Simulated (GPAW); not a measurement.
PbSe (Clausthalite), 2 atoms in the cell. Symmetry: Fm-3m, No. 225, cubic system. The conventional cell has a = 6.121 Å, b = 6.121 Å, c = 6.121 Å, α = 90.00°, β = 90.00°, γ = 90.00°. Around Pb (site symmetry m-3m) lie 6 Se at 3.06 Å. Se (site symmetry m-3m) is surrounded by 6 Pb at 3.06 Å. 

```yaml
Program: GPAW 26.7.0
Task: band structure
Functional: PBE
Potentials_or_basis: GPAW PAW data sets (gpaw-data 1.2.1)
Cutoff: 600 eV
Basis: pw
k_mesh: 6 × 6 × 6
Occupations: fermi-dirac, width 0.05 eV
Spin: spin-orbit coupling, no magnetisation
Maxiter: 150
Band_path: GXWKGLUWLK,UX
Band_points: 100
spin_axis_theta_degrees: 54.7
spin_axis_phi_degrees: 45
Soc_after_scf: second variation
```

Potentials or basis: GPAW PAW data sets (gpaw-data 1.2.1), pw.

The run is started by

```bash
$ OMP_NUM_THREADS=1 python run.py
```

Hardware: 1 thread of Arm Neoverse V1, on a shared host.

How long does it take, and how much memory?

It took 66 s on 1 thread of Arm Neoverse V1 (shared host), peak memory 0.34 GiB. Counts: scf iterations 15, plane waves 1936, bands 19, k points 16.
